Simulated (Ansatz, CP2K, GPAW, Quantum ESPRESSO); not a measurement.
Cost and result for the bulk modulus of BaZrO3

```
Ba Zr O
1.0
     4.19134    0.00000    0.00000
     0.00000    4.19134    0.00000
     0.00000    0.00000    4.19134
Ba Zr O
1 1 3
Direct
  0.00000 0.00000 0.00000
  0.50000 0.50000 0.50000
  0.50000 0.50000 0.00000
  0.50000 0.00000 0.50000
  0.00000 0.50000 0.50000
```

```tsv
rung	level	program and potentials	cutoff (eV)	k mesh	smearing	core time	chip	bulk modulus (GPa)	notes
LDA	LDA	Ansatz, Ansatz PAW	420	6 × 6 × 6	fermi-dirac 0.05	12 s	Intel Xeon	175.3	potentials made for PBE, which Ansatz adapts in part
GGA	PBEsol	Ansatz, Ansatz PAW	420	6 × 6 × 6	fermi-dirac 0.05	16 s	Intel Xeon	162.7	potentials made for PBE, which Ansatz adapts in part
GGA	PBE	Ansatz, Ansatz PAW	420	6 × 6 × 6	fermi-dirac 0.05	18 s	Intel Xeon	149.1	-
meta-GGA	r2SCAN	Ansatz, Ansatz PAW	500	6 × 6 × 6	fermi-dirac 0.05	28 s	Intel Xeon	163.3	potentials made for PBE, which Ansatz adapts in part
GGA	PBEsol	Quantum ESPRESSO, GBRV 1.5 PBEsol	612	6 × 6 × 6	fermi-dirac 0.05	3.7 min	Intel Xeon 6975P-C Granite Rapids	163.1	-
GGA	PBEsol	Ansatz, all-electron LAPW, scalar-relativistic	-	6 × 6 × 6	fermi-dirac 0.05	3.8 min	Arm Neoverse V2	162.9	-
GGA	PBE	GPAW, GPAW PAW data sets (gpaw-data 1.2.1)	800	6 × 6 × 6	fermi-dirac 0.05	4.9 min	Arm Neoverse V2	(a)	-
LDA	LDA	GPAW, the program's PAW data sets (release 1.2.1) made for this functional	800	6 × 6 × 6	fermi-dirac 0.05	10 min	Intel Xeon Skylake/Cascade Lake	174.6	-
GGA	PBEsol	GPAW, PAW data sets generated for this functional	800	6 × 6 × 6	fermi-dirac 0.05	11 min	Intel Xeon Skylake/Cascade Lake	(b)	-
LDA	LDA	Quantum ESPRESSO, GBRV 1.5 LDA	612	6 × 6 × 6	fermi-dirac 0.05	12 min	AMD EPYC 7571	(c)	-
LDA	LDA	CP2K, GTH_POTENTIALS Ba GTH-PADE-q10, Zr GTH-PADE-q12, O GTH-PADE-q6; TZVP-MOLOPT-PBE-GTH basis	-	6 × 6 × 6	fermi-dirac 0.05	19 min	Arm Neoverse V2	175.4	atomic basis
```

Times are single runs on shared hosts and different chips, so they are rough; meshes, cutoffs and the tasks' sizes weigh on the time. Task: equation of state. All rows: no spin polarisation. Smearing widths are in eV. The cell comes from a database and isn't always the measured one. Meshes are those of the run's cell of 5 atoms unless a note names another. Runs on faulty files, with rough fits or with known faults for this quantity aren't shown. No row holds spin-orbit coupling.

Q: Estimate the values left out from the other rows.

A: (a) 149.8 GPa; (b) 162.4 GPa; (c) 175.7 GPa.
